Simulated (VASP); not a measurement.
# CaO (Pm-3m) in VASP: a series of runs

The runs below take CaO through relaxation of cell and atoms, single point, relaxation of the atoms, with PBE, BLYP, BLYP+D3.

Everything below comes from runs of VASP 6.6.1. Logs are shortened: lines on timing, memory, paths and dates and some standing lists are left out, and cuts for length are marked.

### Step 1. Starting point

It takes space group Pm-3m (No. 221, cubic). Conventional cell: a = 3.076 Å, b = 3.076 Å, c = 3.076 Å, α = 90.00°, β = 90.00°, γ = 90.00°. Ca (site symmetry m-3m) has 8 O at 2.66 Å as nearest neighbours. O (site symmetry m-3m) has 8 Ca at 2.66 Å as nearest neighbours.

The cell was built by a generator and needn't be a form met in nature.

### Step 2. Relaxation of cell and atoms, PBE

INCAR reads:

```
PREC = Accurate ; ENCUT = 600
EDIFF = 1E-7 ; ISMEAR = 0
SIGMA = 0.05 ; LREAL = False
LASPH = True ; NELM = 100
ALGO = Normal ; ISIF = 3
LWAVE = False ; LCHARG = False
GGA = PE ; IBRION = 2
NSW = 40 ; EDIFFG = -0.01
```

KPOINTS reads:

```
regular mesh
0
Gamma
  9 9 9
```

POSCAR reads:

```
CaO
1.0
    3.0764151800      0.0000000000      0.0000000000
    0.0000000000      3.0764151800      0.0000000000
    0.0000000000      0.0000000000      3.0764151800
Ca O
1 1
Direct
    0.0000000000      0.0000000000      0.0000000000
    0.5000000000      0.5000000000      0.5000000000
```

Potentials or basis: VASP PAW PBE potentials, release 64 (Ca_sv, O).

Launch:

```console
$ cat potpaw_PBE.64/Ca_sv/POTCAR potpaw_PBE.64/O/POTCAR > POTCAR
$ mpirun -np 1 vasp_std > vasp.out
```

OUTCAR:

```text
PREC = Accurate
   ENCUT = 600
   EDIFF = 1E-7
   ISMEAR = 0
   LREAL = False
   LASPH = True
   NELM = 100
   ISIF = 3
   GGA = PE
   IBRION = 2
   NSW = 40
   EDIFFG = -0.01

 ion  position               nearest neighbor table
   1  0.000  0.000  0.000-
   2  0.500  0.500  0.500-

  LATTYP: Found a simple cubic cell.
 ALAT       =     3.0764151800

  Lattice vectors:

 A1 = (   3.0764151800,   0.0000000000,   0.0000000000)
 A2 = (   0.0000000000,   3.0764151800,   0.0000000000)
 A3 = (   0.0000000000,   0.0000000000,   3.0764151800)

Analysis of symmetry for initial positions (statically):
=====================================================================
 Subroutine PRICEL returns:
 Original cell was already a primitive cell.

 Routine SETGRP: Setting up the symmetry group for a
 simple cubic supercell.

 Subroutine GETGRP returns: Found 48 space group operations
 (whereof 48 operations were pure point group operations)
 out of a pool of 48 trial point group operations.

The static configuration has the point symmetry O_h .

Analysis of symmetry for dynamics (positions and initial velocities):
=====================================================================
 Subroutine PRICEL returns:
 Original cell was already a primitive cell.

 Routine SETGRP: Setting up the symmetry group for a
 simple cubic supercell.

 Subroutine GETGRP returns: Found 48 space group operations
 (whereof 48 operations were pure point group operations)
 out of a pool of 48 trial point group operations.

The dynamic configuration has the point symmetry O_h .

 Subroutine INISYM returns: Found 48 space group operations
 (whereof 48 operations are pure point group operations),
 and found     1 'primitive' translations

----------------------------------------------------------------------------------------

                                     Primitive cell

  volume of cell :      29.1162

  direct lattice vectors                    reciprocal lattice vectors
     3.076415180  0.000000000  0.000000000     0.325053655  0.000000000  0.000000000
     0.000000000  3.076415180  0.000000000     0.000000000  0.325053655  0.000000000
     0.000000000  0.000000000  3.076415180     0.000000000  0.000000000  0.325053655

  length of vectors
     3.076415180  3.076415180  3.076415180     0.325053655  0.325053655  0.325053655

  position of ions in fractional coordinates (direct lattice)
     0.000000000  0.000000000  0.000000000
     0.500000000  0.500000000  0.500000000

  ion indices of the primitive-cell ions
   primitive index   ion index
                 1           1
                 2           2

----------------------------------------------------------------------------------------

 KPOINTS: regular mesh

Automatic generation of k-mesh.
 Grid dimensions read from file:
 generate k-points for:    9    9    9

 Generating k-lattice:

  Cartesian coordinates                     Fractional coordinates (reciprocal lattice)
     0.036117073  0.000000000  0.000000000     0.111111111  0.000000000  0.000000000
     0.000000000  0.036117073  0.000000000     0.000000000  0.111111111  0.000000000
     0.000000000  0.000000000  0.036117073     0.000000000  0.000000000  0.111111111

  Length of vectors
     0.036117073  0.036117073  0.036117073

  Shift w.r.t. Gamma in fractional coordinates (k-lattice)
     0.000000000  0.000000000  0.000000000

 Subroutine IBZKPT returns following result:
 ===========================================

 Found     35 irreducible k-points:

 Following reciprocal coordinates:
            Coordinates               Weight
  0.000000  0.000000  0.000000      1.000000
  0.111111  0.000000  0.000000      6.000000
  0.222222  0.000000  0.000000      6.000000
  0.333333  0.000000  0.000000      6.000000
  0.444444  0.000000  0.000000      6.000000
  0.111111  0.111111  0.000000     12.000000
[... 16 lines left out ...]
  0.333333  0.333333  0.111111     24.000000
  0.444444  0.333333  0.111111     48.000000
 [... further k-points ...]
   k-points           NKPTS =     35   k-points in BZ     NKDIM =     35   number of bands    NBANDS=     12
   number of dos      NEDOS =    301   number of ions     NIONS =      2
   total plane-waves  NPLWV =  21952
   dimension x,y,z NGX =    28 NGY =   28 NGZ =   28
   dimension x,y,z NGXF=    56 NGYF=   56 NGZF=   56
   ions per type =               1   1
   NGX,Y,Z   is equivalent  to a cutoff of  15.13, 15.13, 15.13 a.u.
   NGXF,Y,Z  is equivalent  to a cutoff of  30.26, 30.26, 30.26 a.u.
 SYSTEM =  unknown system
   PREC   = accura    normal or accurate (medium, high low for compatibility)
   ISTART =      0    job   : 0-new  1-cont  2-samecut
   ICHARG =      2    charge: 1-file 2-atom 10-const
   ISPIN  =      1    spin polarized calculation?
   LNONCOLLINEAR =      F non collinear calculations
   LSORBIT =      F    spin-orbit coupling
   LASPH  =      T    aspherical Exc in radial PAW
   ENCUT  =  600.0 eV  44.10 Ry    6.64 a.u.   6.14  6.14  6.14*2*pi/ulx,y,z
   NELM   =    100;   NELMIN=  2; NELMDL= -5     # of ELM steps
   EDIFF  = 0.1E-06   stopping-criterion for ELM
   LREAL  =      F    real-space projection
   EDIFFG = -.1E-01   stopping-criterion for IOM
   NSW    =     40    number of steps for IOM
   IBRION =      2    ionic relax: 0-MD 1-quasi-New 2-CG
   NFREE  =      1    steps in history (QN), initial steepest desc. (CG)
   ISIF   =      3    stress and relaxation
   ISYM   =      2    0-nonsym 1-usesym 2-fastsym
   POTIM  = 0.5000    time-step for ionic-motion
   TEBEG  =    0.0;   TEEND  =   0.0 temperature during run
   PSTRESS=    0.0 pullay stress
   NELECT =      16.0000    total number of electrons
   NUPDOWN=      -1.0000    fix difference up-down
   EMIN   =  10.00;   EMAX   =-10.00  energy-range for DOS
   EFERMI =   0.00;   METHOD = LEGACY
   ISMEAR =     0;   SIGMA  =   0.05  broadening in eV -4-tet -1-fermi 0-gaus
   EFERMI_NEDOS =   21; number of points for ismear=-14 and -15
   IALGO  =     38    algorithm
   IMIX   =      4    mixing-type and parameters
     AMIX     =   0.40;   BMIX     =  1.00
     AMIX_MAG =   1.60;   BMIX_MAG =  1.00
  volume/ion in A,a.u.               =      14.56        98.24
  Fermi-wavevector in a.u.,A,eV,Ry     =   1.340921  2.533973 24.464218  1.798069
  Thomas-Fermi vector in A             =   2.469196
   LORBIT       =      0    0 simple, 1 ext, 2 COOP (PROOUT), +10 PAW based schemes
   GGA     = PE    functional components
   LHFCALC =     F    Hartree Fock is set to
   AEXX    =    0.0000 exact exchange contribution
   IVDW    =     0    specifies the selected vdW correction
   LEPSILON=     F    determine dielectric tensor
   LRPA    =     F    only Hartree local field effects (RPA)
 conjugate gradient relaxation of ions
 non-spin polarized calculation
 Gauss-broadening in eV      SIGMA  =   0.05
  energy-cutoff  :      600.00
  volume of cell :       29.12
 maximum number of plane-waves:       983
 NGX is ok and might be reduce to    28
   NGX = 13   NGY = 13   NGZ = 13

--------------------------------------- Ionic step        1  -------------------------------------------

 number of electron      16.0000004 magnetization

 Free energy of the ion-electron system (eV)
  ---------------------------------------------------
  ext. energy  EPLUGINS =         0.00000000
  ---------------------------------------------------
  free energy    TOTEN  =       -11.68994038 eV

  energy without entropy =      -11.68994038  energy(sigma->0) =      -11.68994038

------------------------ aborting loop because EDIFF is reached ----------------------------------------

  FORCE on cell =-STRESS in cart. coord.  units (eV):
  Direction    XX          YY          ZZ          XY          YZ          ZX
  --------------------------------------------------------------------------------------
  -------------------------------------------------------------------------------------
  Total       -1.9915534     -1.9915534     -1.9915534      0.0000000      0.0000000      0.0000000
  in kB     -109.5891876   -109.5891876   -109.5891876      0.0000000      0.0000000      0.0000000
  external PRESSURE =    -109.5891876 kB  Pullay stress =       0.0000000 kB

 VOLUME and BASIS-vectors are now :
 -----------------------------------------------------------------------------
  energy-cutoff  :      600.00
  volume of cell :       29.12
      direct lattice vectors                 reciprocal lattice vectors
     3.076415180  0.000000000  0.000000000     0.325053655  0.000000000  0.000000000
     0.000000000  3.076415180  0.000000000     0.000000000  0.325053655  0.000000000
     0.000000000  0.000000000  3.076415180     0.000000000  0.000000000  0.325053655
[... 37 lines left out ...]
 POSITION                                       TOTAL-FORCE (eV/Angst)
 -----------------------------------------------------------------------------------
      0.00000      0.00000      0.00000         0.000000      0.000000      0.000000
      1.46431      1.46431      1.46431        -0.000000      0.000000      0.000000
 -----------------------------------------------------------------------------------
    total drift:                                0.000000      0.000000      0.000000

  FREE ENERGIE OF THE ION-ELECTRON SYSTEM (eV)
  ---------------------------------------------------
  free  energy   TOTEN  =       -11.8345279104 eV

  energy  without entropy=      -11.8345279104  energy(sigma->0) =      -11.83452791

--------------------------------------- Ionic step        3  -------------------------------------------

 number of electron      15.9999998 magnetization

 Free energy of the ion-electron system (eV)
  ---------------------------------------------------
  ext. energy  EPLUGINS =         0.00000000
  ---------------------------------------------------
  free energy    TOTEN  =       -11.83531805 eV

  energy without entropy =      -11.83531805  energy(sigma->0) =      -11.83531805

 E-fermi :   4.1439     XC(G=0): -11.0787

 val. band max:        3.8856028602   @ k =   0.4444   0.4444   0.0000
 cond. band min:       6.7087818766   @ k =   0.0000   0.0000   0.0000
 fundamental gap:      2.8231790164
 Fermi energy:         4.1439200568

 k-point     1 :       0.0000    0.0000    0.0000
  band No.  band energies     occupation
      1     -35.4438      2.00000
      2     -15.9370      2.00000
      3     -15.9370      2.00000
      4     -15.9370      2.00000
      5     -12.4064      2.00000
      6       3.6293      2.00000
      7       3.6293      2.00000
      8       3.6293      2.00000
      9       6.7088      0.00000
     10       6.7088      0.00000
     11       8.7657      0.00000
     12      12.1706      0.00000

 k-point     2 :       0.1111    0.0000    0.0000
  band No.  band energies     occupation
      1     -35.4266      2.00000
      2     -16.1251      2.00000
      3     -15.9239      2.00000
      4     -15.9239      2.00000
      5     -12.2577      2.00000
      6       3.0256      2.00000
      7       3.5786      2.00000
      8       3.5786      2.00000
      9       6.8051      0.00000
     10       7.2375      0.00000
     11       9.2861      0.00000
     12      12.1163      0.00000
[... 316 lines left out ...]
 k-point    24 :       0.4444    0.3333    0.1111
  band No.  band energies     occupation
      1     -35.1822      2.00000
      2     -16.8731      2.00000
      3     -16.5610      2.00000
      4     -15.8709      2.00000
      5     -11.5928      2.00000
      6       1.4044      2.00000
      7       1.9692      2.00000
      8       3.3389      2.00000
      9       8.4484      0.00000
     10       9.3784      0.00000
     11      10.7501      0.00000
     12      11.0468      0.00000

 [... further k-points ...]
[... 5 lines left out ...]
  --------------------------------------------------------------------------------------
  -------------------------------------------------------------------------------------
  Total        0.0035439      0.0035439      0.0035439      0.0000000      0.0000000     -0.0000000
  in kB        0.2239386      0.2239386      0.2239386      0.0000000      0.0000000     -0.0000000
  external PRESSURE =       0.2239386 kB  Pullay stress =       0.0000000 kB

 VOLUME and BASIS-vectors are now :
 -----------------------------------------------------------------------------
  energy-cutoff  :      600.00
  volume of cell :       25.36
      direct lattice vectors                 reciprocal lattice vectors
     2.937803638  0.000000000  0.000000000     0.340390347  0.000000000  0.000000000
     0.000000000  2.937803638  0.000000000     0.000000000  0.340390347  0.000000000
    -0.000000000  0.000000000  2.937803638     0.000000000  0.000000000  0.340390347

 POSITION                                       TOTAL-FORCE (eV/Angst)
 -----------------------------------------------------------------------------------
      0.00000      0.00000      0.00000         0.000000      0.000000      0.000000
      1.46890      1.46890      1.46890        -0.000000      0.000000      0.000000
 -----------------------------------------------------------------------------------
    total drift:                                0.000000      0.000000      0.000000

  FREE ENERGIE OF THE ION-ELECTRON SYSTEM (eV)
  ---------------------------------------------------
  free  energy   TOTEN  =       -11.8353180534 eV

  energy  without entropy=      -11.8353180534  energy(sigma->0) =      -11.83531805

 reached required accuracy - stopping structural energy minimisation
```

Run time: 26 s. Hardware: 1 thread of AMD EPYC 9R45 (Zen 5), shared host; peak memory 0.15 GiB.

Results:

* Free energy: -11.8353 eV
* Relaxed volume: 12.68 Å³/atom
* Relaxed cell: a = 2.938 Å, b = 2.938 Å, c = 2.938 Å, α = 90.00°, β = 90.00°, γ = 90.00°
* Space group after relaxing (to 0.05 Å): Pm-3m (No. 221)
* Energy gained by relaxing: 72.7 meV/atom
* Ionic steps: 3
* Pressure after relaxing: 0.0 GPa
* Band gap on the k mesh: 2.82 eV, indirect (least direct gap 3.08 eV)

The path:
```csv
step,energy change (eV),largest force (eV/Å),pressure (GPa),volume (Å³)
1,0.0000,0.0000,-10.96,29.12
2,-0.1446,0.0000,1.06,25.12
3,-0.1454,0.0000,0.02,25.36
```

Final structure:
```
CELL_PARAMETERS angstrom
2.93780 0.00000 0.00000
0.00000 2.93780 0.00000
0.00000 0.00000 2.93780
ATOMIC_POSITIONS crystal
Ca 0.00000 0.00000 0.00000
O 0.50000 0.50000 0.50000
```

Caveat: an odd mesh through Γ misses points on the zone boundary, where band edges often lie.

### Step 3. Single point, BLYP (volume scaled by 1.08)

run.py reads:

```python
from ase.calculators.vasp import Vasp
from ase.dft.bandgap import bandgap
from ase.spacegroup import crystal

atoms = crystal(
    ['Ca', 'O'],
    basis=[[0.0, 0.0, 0.0], [0.5, 0.5, 0.5]],
    spacegroup=221,
    setting=1,
    cellpar=[3.15635758, 3.15635758, 3.15635758, 90.0, 90.0, 90.0],
    primitive_cell=True,
)
calc = Vasp(
    directory='calc',
    xc='blyp',
    pp='PBE',
    setups='recommended',
    prec='Accurate',
    encut=520,
    ediff=1e-06,
    ismear=-1,
    sigma=0.05,
    lreal=False,
    lasph=True,
    nelm=100,
    algo='Fast',
    isif=2,
    lwave=False,
    lcharg=False,
    kpts=[9, 9, 9],
    gamma=True,
)
atoms.calc = calc

print('energy (eV):', atoms.get_potential_energy())
print('free energy (eV):', atoms.get_potential_energy(force_consistent=True))
print('forces (eV/A):')
print(atoms.get_forces())
print('stress (eV/A^3, Voigt):', atoms.get_stress())
print('Fermi level (eV):', calc.get_fermi_level())
gap, top, bottom = bandgap(calc)
print('band gap (eV):', gap, 'from (spin, k, band)', top, 'to', bottom)
```

Potentials or basis: VASP PAW PBE potentials, release 64 (Ca_sv, O).

Launch:

```console
$ python run.py
```

Run time: 23 s. Hardware: 1 thread of AMD EPYC 9R45 (Zen 5), shared host; peak memory 0.11 GiB.

It converged, with:

| Quantity | Value |
| --- | --- |
| Free energy | -11.0015 eV |
| Pressure | -12.7 GPa |
| Band gap on the k mesh | 2.79 eV, indirect (least direct gap 3.05 eV) |

Levels at points of the mesh, in eV from the valence-band top:
```tsv
k point	band 4	band 5	band 6	band 7	band 8	band 9	band 10	band 11	band 12
(0.00, 0.00, 0.00)	-20.79	-15.61	-0.26	-0.26	-0.26	2.79	2.79	3.10	6.87
```

Caveat: the PAW data sets were made with another functional, which shifts forces and pressure a little; an odd mesh through Γ misses points on the zone boundary, where band edges often lie.

### Step 4. Relaxation of the atoms, BLYP+D3

INCAR reads:

```
SYSTEM = CaO
PREC = Accurate
ENCUT = 520
EDIFF = 1E-7
ISMEAR = 0
SIGMA = 0.05
LREAL = .False.
LASPH = .True.
NELM = 80
ALGO = Normal
ISIF = 2
LWAVE = .False.
LCHARG = .False.
GGA = B5
ALDAX = 1.0
AGGAX = 1.0
AGGAC = 1.0
ALDAC = 0.0
IVDW = 11
VDW_S6 = 1.0
VDW_S8 = 1.682
VDW_SR = 1.094
VDW_SR8 = 1.0
IBRION = 2
NSW = 60
EDIFFG = -0.02
```

KPOINTS reads:

```
Automatic mesh
0
Gamma
  9 9 9
  0 0 0
```

POSCAR reads:

```
CaO
1.0
    3.0764151800      0.0000000000      0.0000000000
    0.0000000000      3.0764151800      0.0000000000
    0.0000000000      0.0000000000      3.0764151800
Ca O
1 1
Selective dynamics
Direct
    0.0000000000      0.0000000000      0.0000000000  F F F
    0.5000000000      0.5000000000      0.5000000000  T T T
```

Launch:

```console
$ cat potpaw_PBE.64/Ca_sv/POTCAR potpaw_PBE.64/O/POTCAR > POTCAR
$ mpirun -np 1 vasp_std > vasp.out
```

Wall time 15 s (1 thread of AMD EPYC 9R45 (Zen 5), shared host); peak memory 0.12 GiB.

The run converged. Its results:

* Free energy: -11.8152 eV
* Pressure after relaxing: -11.7 GPa
* Band gap on the k mesh: 2.83 eV, indirect (least direct gap 3.09 eV)
* Dispersion energy per atom: -0.328 eV

Final structure:
```
CELL_PARAMETERS angstrom
3.07642 0.00000 0.00000
0.00000 3.07642 0.00000
0.00000 0.00000 3.07642
ATOMIC_POSITIONS crystal
Ca 0.00000 0.00000 0.00000
O 0.50000 0.50000 0.50000
```

Levels at points of the mesh, in eV from the valence-band top:
| k point | band 5 | band 6 | band 7 | band 8 | band 9 | band 10 | band 11 | band 12 |
| --- | --- | --- | --- | --- | --- | --- | --- | --- |
| (0.00, 0.00, 0.00) | -15.80 | -0.26 | -0.26 | -0.26 | 2.83 | 2.83 | 3.75 | 7.31 |

Caveat: the relaxation stopped at its first step, so nothing moved; the PAW data sets were made with another functional, which shifts forces and pressure a little; an odd mesh through Γ misses points on the zone boundary, where band edges often lie.

### Step 5. Summary

| task | level | cell | cutoff (eV) | smearing | atoms held fixed (from 0) | gap on the mesh (eV) | pressure (GPa) |
| --- | --- | --- | --- | --- | --- | --- | --- |
| relaxation of cell and atoms | PBE | relaxed | 600 | gaussian 0.05 eV | - | 2.82 | 0.0 |
| single point | BLYP | volume scaled by 1.08 | 520 | fermi-dirac 0.05 eV | - | 2.79 | -12.7 |
| relaxation of the atoms | BLYP+D3 | atoms relaxed | 520 | gaussian 0.05 eV | [0] | 2.83 | -11.7 |

Alike in all rows: potentials or basis VASP PAW PBE potentials, release 64 (Ca_sv, O); no spin polarisation; k mesh 9 × 9 × 9.

Caveats: an odd mesh through Γ misses points on the zone boundary, where band edges often lie; the PAW data sets were made with another functional, which shifts forces and pressure a little (some runs); the relaxation stopped at its first step, so nothing moved (some runs).

Absolute energies hang on the potentials; compare differences alone.
